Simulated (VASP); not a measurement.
The system is Be.

```xyz
1
Lattice="2.0208 0.0000 0.0000 0.0000 2.0208 0.0000 0.0000 0.0000 2.6616" Properties=species:S:1:pos:R:3 pbc="T T T"
Be    0.0000    0.0000    1.3308
```

The cell was built by a generator and needn't be a form met in nature.

| Item | Value |
| --- | --- |
| Program | VASP 6.6.1 |
| Task | relaxation of cell and atoms |
| Functional | BLYP |
| Potentials or basis | VASP PAW PBE potentials, release 64 (Be) |
| Cutoff | 600 eV |
| k mesh | 13 × 13 × 10 |
| Occupations | fermi-dirac, width 0.05 eV |
| Spin | no spin polarisation |

At the start: pressure 1.2 GPa; volume 10.87 Å³/atom.

Task: How do energy, volume and symmetry change on relaxing?

Result: Over 8 steps the energy falls by 29.3 meV/atom and the volume is 12.15 Å³/atom (+11.8 %); space group P4/mmm (No. 123, to 0.05 Å).

The path:
| step | energy change (eV) | largest force (eV/Å) | pressure (GPa) | volume (Å³) |
| --- | --- | --- | --- | --- |
| 1 | 0.0000 | 0.0000 | 1.19 | 10.87 |
| 2 | -0.0118 | 0.0000 | 1.93 | 10.99 |
| 3 | -0.0195 | 0.0000 | 3.07 | 11.14 |
| 4 | -0.0107 | 0.0000 | 5.97 | 11.40 |
| 5 | -0.0205 | 0.0000 | 3.90 | 11.23 |
| 6 | -0.0282 | 0.0000 | 1.32 | 11.81 |
| 7 | -0.0293 | 0.0000 | -0.16 | 12.20 |
| 8 | -0.0293 | 0.0000 | 0.02 | 12.15 |

Final structure:
```
CELL_PARAMETERS angstrom
2.01178 0.00000 0.00000
0.00000 2.01178 0.00000
0.00000 0.00000 3.00232
ATOMIC_POSITIONS crystal
Be 0.00000 0.00000 0.50000
```

Caveat: the PAW data sets were made with another functional, which shifts forces and pressure a little.
